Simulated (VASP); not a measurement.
Set up this calculation in VASP 6.6.1, as the native input.

```yaml
Task: single point
Functional: PBE
Potentials_or_basis: VASP PAW PBE potentials, release 64 (Ca_sv)
Cutoff: 520 eV
k_mesh: 14 × 14 × 14
Occupations: gaussian, width 0.1 eV
Spin: no spin polarisation
Dipole_correction: no
Further_INCAR_settings: ALGO = Normal; EDIFF = 1e-06; NBANDS = 11
```

The structure of Ca lies in POSCAR:

```
Ca
1.0
   -2.1378799979      2.1378799979      2.1949508692
    2.1378799979     -2.1378799979      2.1949508692
    2.1378799979      2.1378799979     -2.1949508692
Ca
1
Direct
    0.5000000000      0.5000000000      0.0000000000
```

This isn't the form of Ca at room conditions, which is fcc.

The cell isn't the ideal one: strained and moved within the space group.

One way to write it, as run:

INCAR

```
SYSTEM = Ca
ALGO = Normal
EDIFF = 1E-6
ENCUT = 520
GGA = PE
ISIF = 2
ISMEAR = 0
LASPH = .True.
LCHARG = .False.
LREAL = .False.
LWAVE = .False.
NBANDS = 11
NELM = 100
PREC = Accurate
SIGMA = 0.1
```

KPOINTS

```
k-points
0
Gamma
  14 14 14
  0 0 0
```

Potentials or basis: VASP PAW PBE potentials, release 64 (Ca_sv).

Run with:

```bash
$ cat potpaw_PBE.64/Ca_sv/POTCAR > POTCAR
$ mpirun -np 1 vasp_std > vasp.out
```

Results of the run:

The pressure is 0.9 GPa. The band gap on the k mesh is none (metal or under the smearing width).

Run time: 50 s on 1 thread of Intel(R) Xeon(R) Platinum 8488C (Sapphire Rapids) (shared host), peak memory 0.23 GiB.
